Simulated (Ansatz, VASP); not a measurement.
Ti in VASP and in Ansatz

Contents of INCAR:

```
  PREC = Accurate
  ENCUT = 520
  EDIFF = 1E-6
  ISMEAR = -1
  SIGMA = 0.1
  LREAL = F
  LASPH = T
  NELM = 80
  ALGO = Normal
  ISIF = 2
  LWAVE = F
  LCHARG = F
  GGA = CA
  NBANDS = 19
```

File KPOINTS:

```
Automatic mesh
0
Gamma
  5 5 3
```

File POSCAR:

```
Ti
1.0
    2.8638698861      0.0000000000      0.0000000000
   -1.4319349430      2.4801840745      0.0000000000
    0.0000000000      0.0000000000      4.5399943151
Ti
2
Direct
    0.3333333333      0.6666666667      0.2500000000
    0.6666666667      0.3333333333      0.7500000000
```

Input for Ansatz:

```yaml
crystal:
  lattice:
    - [2.8638698861, 0.0, 0.0]
    - [-1.431934943, 2.4801840745, 0.0]
    - [0.0, 0.0, 4.5399943151]
  atoms:
    - { symbol: Ti, position: [0.3333333333, 0.6666666667, 0.25] }
    - { symbol: Ti, position: [0.6666666667, 0.3333333333, 0.75] }
hamiltonian:
  xc: lda
  pseudopotentials:
    kind: paw
    azcp:
      Ti: "pseudopotentials/Ti.paw.azcp"
basis:
  ecutwfc: 420
  fft_grid_basis: typed
kpoints:
  mp_grid: { grid: [5, 5, 3], shift: [0, 0, 0] }
magnetization:
  spin_polarized: false
scf:
  occupations: { method: fermi_dirac, width: 0.1 }
  lower_state_search: "off"
output:
  stress: true
```

Alike in both runs: task single point; functional LDA; k mesh 5 × 5 × 3; occupations fermi-dirac, width 0.1 eV; no spin polarisation.

|  | VASP | Ansatz |
| --- | --- | --- |
| version | VASP 6.6.1 | Ansatz 0.2.0 |
| potentials or method | VASP PAW LDA potentials, release 64 (Ti_sv) | plane waves (420 eV) with PAW, scalar-relativistic |
| plane-wave cutoff (eV) | 520 | 420 |
| valence electrons in the cell | 24 | 24 |

```csv
,VASP,Ansatz,Ansatz less VASP
pressure (GPa),0.0,0.1,+0.08
largest component of the traceless stress (GPa),1.36,1.37,+0.019
```

Ansatz warned: «pseudo_functional_mismatch».

Caveats: the k mesh is coarse (spacing up to 0.51 Å⁻¹), so the values aren't converged.
